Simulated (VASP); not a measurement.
# TiB2 (P6/mmm) in VASP: settings compared

Aim: see how the results for TiB2 move with the level of theory and the settings. Levels: PBEsol, RPBE. Tasks: relaxation of cell and atoms, single point.

Everything below comes from runs of VASP 6.6.1. Logs are shortened: lines on timing, memory, paths and dates and some standing lists are left out, and cuts for length are marked.

### Step 1. Starting point

It takes space group P6/mmm (No. 191, hexagonal). The conventional cell has a = 3.026 Å, b = 3.026 Å, c = 3.229 Å, α = 90.00°, β = 90.00°, γ = 120.00°. Ti (site symmetry 6/mmm) has 12 B at 2.38 Å as nearest neighbours. B (site symmetry -6m2) has 3 B at 1.75 Å as nearest neighbours.

The cell is a database's computed one.

### Step 2. Relaxation of cell and atoms, PBEsol

INCAR

```
  PREC = Accurate
  ENCUT = 300
  EDIFF = 1E-7
  ISMEAR = 0
  SIGMA = 0.1
  LREAL = F
  LASPH = T
  NELM = 80
  ALGO = Normal
  ISIF = 3
  LWAVE = F
  LCHARG = F
  GGA = PS
  IBRION = 2
  NSW = 90
  EDIFFG = -0.005
```

KPOINTS

```
regular mesh
0
Gamma
  15 15 14
```

POSCAR

```
TiB2
1.0
    3.0259273100      0.0000000000      0.0000000000
   -1.5129636600      2.6205299200      0.0000000000
    0.0000000000      0.0000000000      3.2287677100
Ti B
1 2
Direct
    0.0000000000      0.0000000000      0.0000000000
    0.3333333300      0.6666666700      0.5000000000
    0.6666666700      0.3333333300      0.5000000000
```

Potentials or basis: VASP PAW PBE potentials, release 64 (Ti_sv, B).

Started as:

```
cat potpaw_PBE.64/Ti_sv/POTCAR potpaw_PBE.64/B/POTCAR > POTCAR
mpirun -np 1 vasp_std > vasp.out
```

OUTCAR:

```text
PREC = Accurate
   ENCUT = 300
   EDIFF = 1E-7
   ISMEAR = 0
   LREAL = F
   LASPH = T
   NELM = 80
   ISIF = 3
   GGA = PS
   IBRION = 2
   NSW = 90
   EDIFFG = -0.005

 ion  position               nearest neighbor table
   1  0.000  0.000  0.000-   2 2.38   3 2.38   2 2.38   3 2.38   3 2.38   3 2.38   2 2.38   2 2.38
                             3 2.38   3 2.38   2 2.38   2 2.38
   2  0.333  0.667  0.500-   3 1.75   3 1.75   3 1.75   1 2.38   1 2.38   1 2.38   1 2.38   1 2.38
                             1 2.38
   3  0.667  0.333  0.500-   2 1.75   2 1.75   2 1.75   1 2.38   1 2.38   1 2.38   1 2.38   1 2.38
                             1 2.38

  LATTYP: Found a hexagonal cell.
 ALAT       =     3.0259273100
 C/A-ratio  =     1.0670341285

  Lattice vectors:

 A1 = (   3.0259273100,   0.0000000000,   0.0000000000)
 A2 = (  -1.5129636600,   2.6205299200,   0.0000000000)
 A3 = (   0.0000000000,   0.0000000000,   3.2287677100)

Analysis of symmetry for initial positions (statically):
=====================================================================
 Subroutine PRICEL returns:
 Original cell was already a primitive cell.

 Routine SETGRP: Setting up the symmetry group for a
 hexagonal supercell.

 Subroutine GETGRP returns: Found 24 space group operations
 (whereof 24 operations were pure point group operations)
 out of a pool of 24 trial point group operations.

The static configuration has the point symmetry D_6h.

Analysis of symmetry for dynamics (positions and initial velocities):
=====================================================================
 Subroutine PRICEL returns:
 Original cell was already a primitive cell.

 Routine SETGRP: Setting up the symmetry group for a
 hexagonal supercell.

 Subroutine GETGRP returns: Found 24 space group operations
 (whereof 24 operations were pure point group operations)
 out of a pool of 24 trial point group operations.

The dynamic configuration has the point symmetry D_6h.

 Subroutine INISYM returns: Found 24 space group operations
 (whereof 24 operations are pure point group operations),
 and found     1 'primitive' translations

----------------------------------------------------------------------------------------

                                     Primitive cell

  volume of cell :      25.6026

  direct lattice vectors                    reciprocal lattice vectors
     3.025927310  0.000000000  0.000000000     0.330477205  0.190801104  0.000000000
    -1.512963660  2.620529920  0.000000000     0.000000000  0.381602207  0.000000000
     0.000000000  0.000000000  3.228767710     0.000000000  0.000000000  0.309715684

  length of vectors
     3.025927310  3.025927312  3.228767710     0.381602207  0.381602207  0.309715684

[... 81 lines left out ...]
   NELM   =     80;   NELMIN=  2; NELMDL= -5     # of ELM steps
   EDIFF  = 0.1E-06   stopping-criterion for ELM
   LREAL  =      F    real-space projection
   EDIFFG = -.5E-02   stopping-criterion for IOM
   NSW    =     90    number of steps for IOM
   IBRION =      2    ionic relax: 0-MD 1-quasi-New 2-CG
   NFREE  =      1    steps in history (QN), initial steepest desc. (CG)
   ISIF   =      3    stress and relaxation
   ISYM   =      2    0-nonsym 1-usesym 2-fastsym
   POTIM  = 0.5000    time-step for ionic-motion
   TEBEG  =    0.0;   TEEND  =   0.0 temperature during run
   PSTRESS=    0.0 pullay stress
   NELECT =      18.0000    total number of electrons
   NUPDOWN=      -1.0000    fix difference up-down
   EMIN   =  10.00;   EMAX   =-10.00  energy-range for DOS
   EFERMI =   0.00;   METHOD = LEGACY
   ISMEAR =     0;   SIGMA  =   0.10  broadening in eV -4-tet -1-fermi 0-gaus
   EFERMI_NEDOS =   21; number of points for ismear=-14 and -15
   IALGO  =     38    algorithm
   IMIX   =      4    mixing-type and parameters
     AMIX     =   0.40;   BMIX     =  1.00
     AMIX_MAG =   1.60;   BMIX_MAG =  1.00
  volume/ion in A,a.u.               =       8.53        57.59
  Fermi-wavevector in a.u.,A,eV,Ry     =   1.455697  2.750868 28.831460  2.119053
  Thomas-Fermi vector in A             =   2.572701
   LORBIT       =      0    0 simple, 1 ext, 2 COOP (PROOUT), +10 PAW based schemes
   GGA     = PS    functional components
   LHFCALC =     F    Hartree Fock is set to
   AEXX    =    0.0000 exact exchange contribution
   IVDW    =     0    specifies the selected vdW correction
   LEPSILON=     F    determine dielectric tensor
   LRPA    =     F    only Hartree local field effects (RPA)
 conjugate gradient relaxation of ions
 non-spin polarized calculation
 Gauss-broadening in eV      SIGMA  =   0.10
  energy-cutoff  :      300.00
  volume of cell :       25.60
 maximum number of plane-waves:       327
 NGX is ok and might be reduce to    18
   NGX =  9   NGY =  9   NGZ =  9

--------------------------------------- Ionic step        1  -------------------------------------------

 number of electron      18.0000013 magnetization

 Free energy of the ion-electron system (eV)
  ---------------------------------------------------
  ext. energy  EPLUGINS =         0.00000000
  ---------------------------------------------------
  free energy    TOTEN  =       -25.75198028 eV

  energy without entropy =      -25.75011580  energy(sigma->0) =      -25.75104804

 E-fermi :   9.9641     XC(G=0): -12.8845

 val. band max:        9.9638029255   @ k =   0.2000   0.2000   0.1429
 cond. band min:       9.9674227439   @ k =   0.0667   0.0667   0.2857
 fundamental gap:      0.0036198183
 Fermi energy:         9.9640982038

 k-point     1 :       0.0000    0.0000    0.0000
  band No.  band energies     occupation
      1     -46.7244      2.00000
      2     -23.2125      2.00000
      3     -22.8835      2.00000
      4     -22.8835      2.00000
      5      -3.5245      2.00000
      6       7.3497      2.00000
      7       7.3497      2.00000
      8       7.6180      2.00000
      9       7.7869      2.00000
     10      11.8429      0.00000
     11      11.8429      0.00000
     12      13.6276      0.00000
     13      13.6276      0.00000
[... 478 lines left out ...]
--------------------------------------- Ionic step        4  -------------------------------------------

 number of electron      17.9999996 magnetization

 Free energy of the ion-electron system (eV)
  ---------------------------------------------------
  ext. energy  EPLUGINS =         0.00000000
  ---------------------------------------------------
  free energy    TOTEN  =       -25.76455852 eV

  energy without entropy =      -25.76272660  energy(sigma->0) =      -25.76364256

 E-fermi :  10.2183     XC(G=0): -12.9990

 val. band max:       10.2173936303   @ k =   0.2000   0.2000   0.1429
 cond. band min:      10.2287070283   @ k =   0.0000   0.0000   0.3571
 fundamental gap:      0.0113133980
 Fermi energy:        10.2182765286

 k-point     1 :       0.0000    0.0000    0.0000
  band No.  band energies     occupation
      1     -46.3950      2.00000
      2     -22.8796      2.00000
      3     -22.5544      2.00000
      4     -22.5544      2.00000
      5      -3.3768      2.00000
      6       7.4823      2.00000
      7       7.4823      2.00000
      8       7.9969      2.00000
      9       8.0158      2.00000
     10      12.1761      0.00000
     11      12.1761      0.00000
     12      14.0654      0.00000
     13      14.0654      0.00000
[... 398 lines left out ...]
  FREE ENERGIE OF THE ION-ELECTRON SYSTEM (eV)
  ---------------------------------------------------
  free  energy   TOTEN  =       -25.7645585178 eV

  energy  without entropy=      -25.7627266038  energy(sigma->0) =      -25.76364256

 reached required accuracy - stopping structural energy minimisation
```

CONTCAR:

```text
TiB2
   1.00000000000000
     3.0137709871779528    0.0000000000234935    0.0000000000000000
    -1.5068854985485436    2.6100022356134094   -0.0000000000000000
    -0.0000000000000000   -0.0000000000000000    3.1802501596369983
  Ti              B
     1     2
Direct
     0.0000000000000000    0.0000000000000000    0.0000000000000000
     0.3333333300000021    0.6666666699999979    0.5000000000000000
     0.6666666699999979    0.3333333300000021    0.5000000000000000

  0.00000000E+00  0.00000000E+00  0.00000000E+00
  0.00000000E+00  0.00000000E+00  0.00000000E+00
  0.00000000E+00  0.00000000E+00  0.00000000E+00
```

Run time: 61 s. Hardware: 1 thread of Intel Xeon Platinum 8488C (Sapphire Rapids), shared host; peak memory 0.15 GiB.

The run converged, but a check on its numbers failed (symmetry, net force, bounds or a known fault of this set-up), so they aren't taken as properties of the crystal.

Caveat: the cutoff lies under the usual one of these potentials, so the numbers hold a large basis-set error; the PAW data sets were made with another functional, which shifts forces and pressure a little.

### Step 3. Relaxation of cell and atoms, PBEsol

Edit INCAR of step 2 so:

```diff
@@ -1,3 +1,3 @@
   PREC = Accurate
-  ENCUT = 300
+  ENCUT = 600
   EDIFF = 1E-7
```

KPOINTS

```
regular mesh
0
Gamma
  6 6 6
```

POSCAR is that of step 2.

Potentials or basis: VASP PAW PBE potentials, release 64 (Ti_sv, B).

Started as:

```
cat potpaw_PBE.64/Ti_sv/POTCAR potpaw_PBE.64/B/POTCAR > POTCAR
mpirun -np 1 vasp_std > vasp.out
```

Run time: 22 s. Hardware: 1 thread of Intel Xeon Platinum 8488C (Sapphire Rapids), shared host; peak memory 0.15 GiB.

Results (log left out):

```
Free energy                            : -25.7535 eV
Relaxed volume                         : 8.38 Å³/atom
Relaxed cell                           : a = 3.025 Å, b = 3.025 Å, c = 3.174 Å, α = 90.00°, β = 90.00°, γ = 120.00°
Space group after relaxing (to 0.05 Å) : P6/mmm (No. 191)
Energy gained by relaxing              : 3.4 meV/atom
Ionic steps                            : 5
Pressure after relaxing                : 0.0 GPa
Band gap on the k mesh                 : none (metal or under the smearing width)
```

Step by step:
```csv
step,energy change (eV),largest force (eV/Å),pressure (GPa),volume (Å³)
1,0.0000,0.0000,-3.96,25.60
2,-0.0062,0.0000,3.67,24.83
3,-0.0088,0.0000,0.88,25.09
4,-0.0102,0.0000,-0.11,25.16
5,-0.0102,0.0000,-0.04,25.15
```

Final structure:
```xyz
3
Lattice="3.0249 0.0000 0.0000 -1.5124 2.6196 0.0000 0.0000 0.0000 3.1743" Properties=species:S:1:pos:R:3 pbc="T T T"
Ti    0.0000    0.0000    0.0000
B     0.0000    1.7464    1.5871
B     1.5124    0.8732    1.5871
```

Levels at points of the mesh, in eV from the Fermi level:
```tsv
k point	band 5	band 6	band 7	band 8	band 9	band 10	band 11	band 12	band 13
(0.00, 0.00, 0.00)	-13.30	-2.48	-2.48	-1.91	-1.88	2.21	2.21	4.13	4.13
(0.50, 0.00, 0.00)	-9.20	-8.98	-3.06	-2.92	-2.11	1.65	3.05	3.55	3.78
(0.00, 0.00, 0.50)	-11.24	-7.43	-0.32	-0.32	-0.05	-0.05	0.70	0.70	2.11
(0.50, 0.00, 0.50)	-9.54	-7.25	-4.51	-3.66	-2.91	2.90	3.25	4.99	5.05
```

Caveat: the k mesh is coarse (spacing up to 0.40 Å⁻¹), so the values aren't converged; the PAW data sets were made with another functional, which shifts forces and pressure a little.

[end of part 1 of 2]
